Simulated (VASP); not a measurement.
# ZnS (F-43m) under biaxial strain in the (001) plane, part 2 of 2

Wanted: the response of ZnS to biaxial strain in the (001) plane, as a table, with a fit that predicts a row left out.

VASP 6.6.1, plane waves and PAW; the level of theory is named at each step.

So far: The starting structure; Relax the crystal, LDA; Strain along the normal, LDA; Band edges, TB-mBJ with spin-orbit coupling; Band edges, r2SCAN with spin-orbit coupling.

## Step 5: Band edges, r2SCAN with spin-orbit coupling (continued)

Level of this step: r2SCAN, spin-orbit coupling; plane waves and PAW (Zn, S); cell typed or built by script (VASP).

Parts of OUTCAR (step 5):

```text
  Total        0.5052910      0.5052910      0.9207630      0.0000000      0.0000000      0.0000000
  in kB       21.4399621     21.4399621     39.0688193      0.0000000      0.0000000      0.0000000
  external PRESSURE =      27.3162479 kB  Pullay stress =       0.0000000 kB

 POSITION                                       TOTAL-FORCE (eV/Angst)
 -----------------------------------------------------------------------------------
      0.00000      0.00000      0.00000         0.000000      0.000000      0.000000
      1.35166      1.35166      1.29174        -0.000000     -0.000000     -0.000000
 -----------------------------------------------------------------------------------
    total drift:                                0.000001      0.000001     -0.000000

  FREE ENERGIE OF THE ION-ELECTRON SYSTEM (eV)
  ---------------------------------------------------
  free  energy   TOTEN  =      -173.3071900138 eV

  energy  without entropy=     -173.3071900138  energy(sigma->0) =     -173.30719001

[... 2 parts as in an earlier step ...]

[... 1 further part left out ...]
[key lines of the parts left out:]
E-fermi :   2.5926
```

This run gave:

* energy(sigma→0) of the program: -173.3072 eV
* stress, compression positive: xx, yy, zz 2.14, 2.14, 3.91 GPa

The run ends at a pressure of 2.73 GPa.

## Step 6: The table

Runs beyond LDA use the data sets made with LDA; this shifts their levels slightly, and their total energies have another zero (at TB-mBJ, which has no energy functional, they mean nothing).

The other members went through these steps as far as the tables show, with the same cutoff and, step by step, the same mesh; 42 runs are not shown. The session took 5.4 core hours (wall time by ranks) on a shared machine.

```tsv
in-plane strain (%)	strain along the normal (%)	in-plane stress, tension positive (GPa)	energy above the unstrained row (meV/atom)	gap on the mesh, LDA (eV)
-2.000	2.401	-2.121	5.060	2.162
-1.500	1.800	-1.566	2.846	2.160
-1.000	1.195	-1.026	1.286	2.158
-0.500	0.587	-0.501	0.341	2.155
0	-0.028	0.008	0.000	2.151
0.500	-0.640	0.508	0.245	2.106
1.000	-1.263	0.990	1.057	2.062
1.500	-1.890	1.456	2.412	2.021
2.000	-2.522	1.906	4.310	1.980
```

Slopes at zero strain, from cubics through all rows: strain ratio -1.228, stress over strain 101 GPa. For a cubic crystal strained in (001) the ratio is −2C₁₂/C₁₁.

Band edges at TB-mBJ with spin-orbit coupling, counted from the valence-band top at Γ, spin-orbit pairs averaged, with one row partly withheld:

```tsv
in-plane strain (%)	gap (eV)	conduction band at Γ (eV)	Δ or X valley along z (eV)	Δ or X valley along x (eV)	lowest conduction level at L, [111] (eV)	lowest conduction level at L, [-111] (eV)	second valence level below the top (eV)	third valence level below the top (eV)
-2.000	3.894	3.894	4.444	4.200	4.703	4.703	0.024	0.185
-1.500	?	?	4.427	4.246	4.729	4.729	0.023	0.141
-1.000	3.895	3.895	4.410	4.291	4.749	4.749	0.021	0.099
-0.500	3.895	3.895	4.394	4.337	4.765	4.765	0.017	0.062
0	3.893	3.893	4.379	4.380	4.775	4.775	0.001	0.040
0.500	3.857	3.857	4.332	4.391	4.749	4.749	0.032	0.064
1.000	3.819	3.819	4.283	4.398	4.716	4.716	0.066	0.096
1.500	3.781	3.781	4.237	4.407	4.681	4.681	0.099	0.129
2.000	3.745	3.745	4.194	4.417	4.643	4.643	0.131	0.161
```

Conduction masses, in electron masses:

```tsv
in-plane strain (%)	conduction mass at Γ, along the strain axis or the normal of the plane	conduction mass at Γ, across the strain axis or in the plane
-2.000	0.268	0.273
-1.500	0.261	0.266
-1.000	0.267	0.271
-0.500	0.267	0.267
0	0.261	0.261
0.500	0.267	0.266
1.000	0.266	0.264
1.500	0.263	0.261
2.000	0.272	0.267
```

Band edges at r2SCAN with spin-orbit coupling, counted from the valence-band top at Γ, spin-orbit pairs averaged:

```tsv
in-plane strain (%)	gap (eV)	conduction band at Γ (eV)	Δ or X valley along z (eV)	Δ or X valley along x (eV)	lowest conduction level at L, [111] (eV)	lowest conduction level at L, [-111] (eV)	second valence level below the top (eV)	third valence level below the top (eV)
-2.000	2.948	2.948	3.664	3.389	3.842	3.842	0.032	0.205
-1.500	2.946	2.946	3.639	3.435	3.866	3.866	0.030	0.158
-1.000	2.942	2.942	3.615	3.481	3.886	3.886	0.027	0.114
-0.500	2.938	2.938	3.592	3.526	3.900	3.900	0.020	0.077
0	2.933	2.933	3.569	3.571	3.908	3.908	0.001	0.055
0.500	2.896	2.896	3.517	3.584	3.880	3.880	0.033	0.079
1.000	2.855	2.855	3.462	3.594	3.844	3.844	0.069	0.112
1.500	2.813	2.813	3.410	3.603	3.804	3.804	0.104	0.146
2.000	2.773	2.773	3.359	3.615	3.761	3.761	0.139	0.180
```

Conduction masses, in electron masses:

```tsv
in-plane strain (%)	conduction mass at Γ, along the strain axis or the normal of the plane	conduction mass at Γ, across the strain axis or in the plane
-2.000	0.203	0.204
-1.500	0.202	0.203
-1.000	0.202	0.204
-0.500	0.202	0.203
0	0.200	0.200
0.500	0.200	0.200
1.000	0.201	0.200
1.500	0.200	0.199
2.000	0.199	0.198
```

## Step 7: Fit and prediction

The quantity to fit is the conduction level at Γ above the mean of the three top valence levels at TB-mBJ with spin-orbit coupling: 3.963, 3.935, 3.921, 3.906, 3.889, 3.873, 3.857, 3.842 eV in the rows shown.

Fitting a parabola to the 8 known rows (e: strain in %) gives E = − 7.12e-4 e² − 0.03060 e + 3.905 in eV; the residuals are 7.0e-4 eV r.m.s.

For the withheld row, e = -1.5, the fit gives 3.9497 eV.

## Step 8: Prediction against calculation

The calculation gives 3.9496 eV, so the prediction is 0.0001 eV too high.

## Step 9: Summary of results

```yaml
ratio_of_normal_to_in_plane_strain: -1.228
biaxial_modulus: 101 GPa
gap_of_the_unstrained_cell_tb_mbj_with_spin_orbit_coupling: 3.89 eV
gap_of_the_unstrained_cell_r2scan_with_spin_orbit_coupling: 2.93 eV
slope_at_zero_strain_of_the_conduction_level_at_gamma_above_the_mean_of_the_three_top_valence_levels_tb_mbj_with_spin_orbit_coupling: -31 meV per %
error_of_the_predicted_row: 0.1 meV
```

**Reading.** As a check, the curvature of the energy gives 100 GPa for the same modulus (energy per volume = M × strain²), 1 % from the slope of the stress. At TB-mBJ with spin-orbit coupling the lowest conduction valley is Γ throughout, and the gap runs between 3.75 and 3.90 eV. At r2SCAN with spin-orbit coupling the lowest conduction valley is Γ throughout, and the gap runs between 2.77 and 2.95 eV. Hole masses are left out throughout, since the top bands are degenerate or cross in many series; of conduction masses, those of the Γ, L and (for Si and Ge under (001) strain) Δ valleys are kept where they change by under an eighth between rows. A measured gap of unstrained ZnS is 3.85 eV (arxiv:0911.5022, direct gap E0 at Gamma, 19 K); the static gaps here belong to the lattice relaxed at LDA. TB-mBJ is a potential fitted for gaps; it has no energy functional, so its total energies and forces mean nothing, and its bands tend to come out too narrow. r2SCAN opens gaps somewhat over GGA but leaves them below measured values as a rule. Δ or X levels are the lowest on their line, refined by a parabola unless they lie at X; the gap is read from all points sampled and can differ from the lowest valley by some meV, or by tens of meV where strain moves the valence top off Γ. Temperature, zero-point motion and excitons are left out.

[Lines on the potential files, build, host, timing and source positions are cut from VASP's logs without a mark.]

[Logs are printed without paths, hosts, clocks, repeated set-up lines and the standing remarks that a program may print on its own settings, such as how far it seeks lower states.]

[Hosts, paths, dates, database ids (printed as entryN), source tags and the programs' standing remarks are cut or masked in the printed files.]

[In band tables of VASP the shares of atoms and orbitals are scaled to a sum of 1 inside the atoms' spheres.]
